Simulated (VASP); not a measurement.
# Al2O3 (Corundum) (R-3c) in VASP: a series of runs, part 2 of 2

VASP 6.6.1. Earlier steps stand in the parts before.

## 4. Relaxation of cell and atoms, PBE

This run uses another cell than the first one, of 8.50 Å³/atom, 1.066 times its volume.

Input file INCAR:

```
PREC = Accurate
ENCUT = 600
EDIFF = 1E-6
ISMEAR = 0
SIGMA = 0.02
LREAL = F
LASPH = T
NELM = 100
ALGO = Fast
ISIF = 3
LWAVE = F
LCHARG = F
GGA = PE
IBRION = 2
NSW = 100
EDIFFG = -0.005
```

Input file KPOINTS:

```
regular mesh
0
Gamma
  6 6 6
```

Input file POSCAR:

```
Al2O3
1.0
    2.3802500000      1.3742379782      4.3318666667
   -2.3802500000      1.3742379782      4.3318666667
    0.0000000000     -2.7484759565      4.3318666667
Al O
4 6
Direct
    0.3521600000      0.3521600000      0.3521600000
    0.1478400000      0.1478400000      0.1478400000
    0.6478400000      0.6478400000      0.6478400000
    0.8521600000      0.8521600000      0.8521600000
    0.5566800000      0.9433200000      0.2500000000
    0.2500000000      0.5566800000      0.9433200000
    0.9433200000      0.2500000000      0.5566800000
    0.4433200000      0.0566800000      0.7500000000
    0.7500000000      0.4433200000      0.0566800000
    0.0566800000      0.7500000000      0.4433200000
```

Potentials or basis: VASP PAW PBE potentials, release 64 (Al, O).

Started as:

```
$ cat potpaw_PBE.64/Al/POTCAR potpaw_PBE.64/O/POTCAR > POTCAR
$ mpirun -np 1 vasp_std > vasp.out
```

OUTCAR:

```text
PREC = Accurate
   ENCUT = 600
   EDIFF = 1E-6
   ISMEAR = 0
   LREAL = F
   LASPH = T
   NELM = 100
   ISIF = 3
   GGA = PE
   IBRION = 2
   NSW = 100
   EDIFFG = -0.005

 ion  position               nearest neighbor table
   1  0.352  0.352  0.352-   9 1.85  10 1.85   8 1.85   7 1.97   5 1.97   6 1.97   2 2.66   3 2.79
                             3 2.79   3 2.79   2 3.22   2 3.22   2 3.22
   2  0.148  0.148  0.148-  10 1.85   9 1.85   8 1.85   6 1.97   5 1.97   7 1.97   1 2.66   4 2.79
                             4 2.79   4 2.79   1 3.22   1 3.22   1 3.22
   3  0.648  0.648  0.648-   6 1.85   7 1.85   5 1.85  10 1.97   8 1.97   9 1.97   4 2.66   1 2.79
                             1 2.79   1 2.79   4 3.22   4 3.22   4 3.22
   4  0.852  0.852  0.852-   7 1.85   6 1.85   5 1.85   9 1.97   8 1.97  10 1.97   3 2.66   2 2.79
                             2 2.79   2 2.79   3 3.22   3 3.22   3 3.22
   5  0.557  0.943  0.250-   3 1.85   4 1.85   1 1.97   2 1.97
   6  0.250  0.557  0.943-   3 1.85   4 1.85   2 1.97   1 1.97
   7  0.943  0.250  0.557-   4 1.85   3 1.85   1 1.97   2 1.97
[... 480 lines left out ...]
  ---------------------------------------------------
  free energy    TOTEN  =       -74.82397434 eV

  energy without entropy =      -74.82397434  energy(sigma->0) =      -74.82397434

 E-fermi :   5.9205     XC(G=0): -11.5454

 val. band max:        5.8153424707   @ k =   0.0000   0.0000   0.0000
 cond. band min:      11.6820542206   @ k =   0.0000   0.0000   0.0000
 fundamental gap:      5.8667117499
 Fermi energy:         5.9205173302

 k-point     1 :       0.0000    0.0000    0.0000
  band No.  band energies     occupation
      1     -13.2093      2.00000
      2     -10.9830      2.00000
      3     -10.7197      2.00000
      4     -10.7197      2.00000
      5     -10.4128      2.00000
      6     -10.4128      2.00000
[... 781 lines left out ...]
     29      16.0083      0.00000
     30      16.7670      0.00000

 [... further k-points ...]
[... 5 lines left out ...]
  --------------------------------------------------------------------------------------
  -------------------------------------------------------------------------------------
  Total       -0.0295814     -0.0295814     -0.0413783     -0.0000000      0.0000000      0.0000000
  in kB       -0.5418611     -0.5418611     -0.7579535     -0.0000000      0.0000000      0.0000000
  external PRESSURE =      -0.6138919 kB  Pullay stress =       0.0000000 kB
[... 25 lines left out ...]
  FREE ENERGIE OF THE ION-ELECTRON SYSTEM (eV)
  ---------------------------------------------------
  free  energy   TOTEN  =       -74.8239743446 eV

  energy  without entropy=      -74.8239743446  energy(sigma->0) =      -74.82397434

 reached required accuracy - stopping structural energy minimisation
```

OSZICAR:

```text
N       E                     dE             d eps       ncg     rms          rms(c)
DAV:   1     0.285364927891E+03    0.28536E+03   -0.28088E+04  1920   0.171E+03
DAV:   2    -0.678831508933E+02   -0.35325E+03   -0.34201E+03  2524   0.335E+02
DAV:   3    -0.826892932029E+02   -0.14806E+02   -0.14767E+02  2298   0.757E+01
[... 56 lines left out ...]
       N       E                     dE             d eps       ncg     rms          rms(c)
DAV:   1    -0.748241283956E+02   -0.16478E-03   -0.37610E-03  2220   0.448E-01    0.930E-02
RMM:   2    -0.748239749855E+02    0.15341E-03   -0.61346E-04  1920   0.143E-01    0.190E-02
RMM:   3    -0.748239757897E+02   -0.80420E-06   -0.59108E-05  1920   0.437E-02    0.622E-03
RMM:   4    -0.748239745101E+02    0.12796E-05   -0.50034E-06  1650   0.167E-02    0.256E-03
RMM:   5    -0.748239743446E+02    0.16549E-06   -0.60142E-07  1146   0.499E-03
   7 F= -.74823974E+02 E0= -.74823974E+02  d E =-.106182E-04
```

Run time: 5.4 min. Hardware: 1 thread of Intel Xeon 6975P-C (Granite Rapids), shared host; peak memory 0.31 GiB.

Results:

```yaml
Free_energy: -74.8240 eV
Relaxed_volume: 8.75 Å³/atom
Relaxed_cell: a = 5.178 Å, b = 5.178 Å, c = 5.178 Å, α = 55.30°, β = 55.30°, γ = 55.30°
Space_group_after_relaxing_to_0.05_Å: R-3c (No. 167)
Energy_gained_by_relaxing: 5.1 meV/atom
Ionic_steps: 7
Pressure_after_relaxing: -0.1 GPa
Band_gap_on_the_k_mesh: 5.87 eV, direct
```

Forces in eV/Å, atoms in the order of the input:
```
Al   0.000  0.000  0.002
Al   0.000  0.000 -0.002
Al   0.000  0.000 -0.002
Al   0.000  0.000  0.002
O    0.000  0.000  0.000
O    0.000  0.000  0.000
O    0.000  0.000  0.000
O    0.000  0.000  0.000
O    0.000  0.000  0.000
O    0.000  0.000  0.000
```

Step by step:
| step | energy change (eV) | largest force (eV/Å) | pressure (GPa) | volume (Å³) |
| --- | --- | --- | --- | --- |
| 1 | 0.0000 | 0.0278 | 6.85 | 85.02 |
| 2 | -0.0143 | 0.0473 | -5.35 | 89.57 |
| 3 | -0.0505 | 0.0372 | -0.06 | 87.44 |
| 4 | -0.0505 | 0.0368 | 0.09 | 87.39 |
| 5 | -0.0507 | 0.0032 | 0.10 | 87.40 |
| 6 | -0.0507 | 0.0031 | 0.10 | 87.40 |
| 7 | -0.0507 | 0.0022 | -0.06 | 87.47 |

Final structure:
```
Al O
1.0
     2.40319    1.38748    4.37196
    -2.40319    1.38748    4.37196
     0.00000   -2.77496    4.37196
Al O
4 6
Direct
  0.35215 0.35215 0.35215
  0.14785 0.14785 0.14785
  0.64785 0.64785 0.64785
  0.85215 0.85215 0.85215
  0.55617 0.94383 0.25000
  0.25000 0.55617 0.94383
  0.94383 0.25000 0.55617
  0.44383 0.05617 0.75000
  0.75000 0.44383 0.05617
  0.05617 0.75000 0.44383
```

Levels at points of the mesh, in eV from the valence-band top:
| k point | band 21 | band 22 | band 23 | band 24 | band 25 | band 26 | band 27 | band 28 |
| --- | --- | --- | --- | --- | --- | --- | --- | --- |
| (0.00, 0.00, 0.00) | -0.46 | -0.03 | -0.03 | 0.00 | 5.87 | 8.92 | 10.38 | 11.28 |
| (0.50, 0.00, 0.00) | -0.86 | -0.86 | -0.25 | -0.25 | 9.15 | 9.15 | 9.36 | 9.36 |
| (0.50, 0.50, 0.00) | -0.97 | -0.87 | -0.70 | -0.23 | 9.37 | 9.50 | 9.63 | 10.15 |
| (0.50, 0.50, 0.50) | -0.35 | -0.35 | -0.35 | -0.35 | 8.37 | 8.37 | 10.86 | 10.86 |

PBE usually gives volumes a little too large and moduli too small. Zero-point motion and thermal expansion aren't in these numbers.

## 5. Single point, PBE (cell and atoms relaxed tightly for response)

Input file INCAR:

```
  PREC = Accurate
  ENCUT = 520
  EDIFF = 1E-7
  ISMEAR = 0
  SIGMA = 0.01
  LREAL = False
  LASPH = True
  NELM = 100
  ALGO = Normal
  ISIF = 2
  LWAVE = False
  LCHARG = False
  GGA = PE
  NBANDS = 35
```

KPOINTS is that of step 4.

Input file POSCAR:

```
Al2O3
1.0
    2.4044109457      1.3881873067      4.3746335909
   -2.4044109457      1.3881873067      4.3746335909
    0.0000000000     -2.7763746136      4.3746335908
Al O
4 6
Direct
    0.3521463617      0.3521463617      0.3521463617
    0.1478536383      0.1478536383      0.1478536383
    0.6478536383      0.6478536383      0.6478536383
    0.8521463617      0.8521463617      0.8521463617
    0.5561751657      0.9438248343      0.2500000000
    0.2500000000      0.5561751657      0.9438248343
    0.9438248343      0.2500000000      0.5561751657
    0.4438248343      0.0561751657      0.7500000000
    0.7500000000      0.4438248343      0.0561751657
    0.0561751657      0.7500000000      0.4438248343
```

Started as:

```
$ cat potpaw_PBE.64/Al/POTCAR potpaw_PBE.64/O/POTCAR > POTCAR
$ mpirun -np 1 vasp_std > vasp.out
```

Run time: 76 s. Hardware: 1 thread of Intel Xeon 6975P-C (Granite Rapids), shared host; peak memory 0.25 GiB.

Results (log left out):

- Free energy: -74.8122 eV
- Pressure: -0.2 GPa
- Largest force: 0.004 eV/Å
- Band gap on the k mesh: 5.85 eV, direct

Forces in eV/Å, atoms in the order of the input:
```
Al   0.000  0.000  0.004
Al   0.000  0.000 -0.004
Al   0.000  0.000 -0.004
Al   0.000  0.000  0.004
O   -0.001  0.000  0.000
O    0.000 -0.001  0.000
O    0.000  0.001  0.000
O    0.001  0.000  0.000
O    0.000  0.001  0.000
O    0.000 -0.001  0.000
```

Levels at points of the mesh, in eV from the valence-band top:
```
           k point  band 22  band 23  band 24  band 25  band 26  band 27
(0.00, 0.00, 0.00)    -0.03    -0.03     0.00     5.85     8.90    10.36
(0.50, 0.00, 0.00)    -0.86    -0.25    -0.25     9.13     9.13     9.35
(0.50, 0.50, 0.00)    -0.87    -0.70    -0.23     9.35     9.49     9.61
(0.50, 0.50, 0.50)    -0.35    -0.35    -0.35     8.35     8.35    10.84
```

## 6. Overview

| task | cell | cutoff (eV) | smearing | gap on the mesh (eV) | pressure (GPa) |
| --- | --- | --- | --- | --- | --- |
| relaxation of shape and atoms at fixed volume | relaxed at fixed volume | 600 | gaussian 0.02 eV | 7.01 | 25.8 |
| single point | R-3c, 8.76 Å³/atom | 520 | gaussian 0.02 eV | 5.85 | -0.1 |
| relaxation of cell and atoms | relaxed | 600 | gaussian 0.02 eV | 5.87 | -0.1 |
| single point | cell and atoms relaxed tightly for response | 520 | gaussian 0.01 eV | 5.85 | -0.2 |

Alike in all rows: level PBE; potentials or basis VASP PAW PBE potentials, release 64 (Al, O); no spin polarisation; k mesh 6 × 6 × 6.

Total energies depend on the potentials used, so only differences within one code and one set of settings carry meaning.

## 7. Against experiment

Step 3. Against the measured gap of Al2O3, 8.7 eV (optical; quoted in “Multi-petahertz electron interference in Cr:Al2O3 solid-state material”, 2018, pmc:5906618), the calculated 5.85 eV is off by -2.85 eV. The value is that of PBE, without temperature or zero-point motion. Semilocal functionals fall short of measured gaps as a rule.
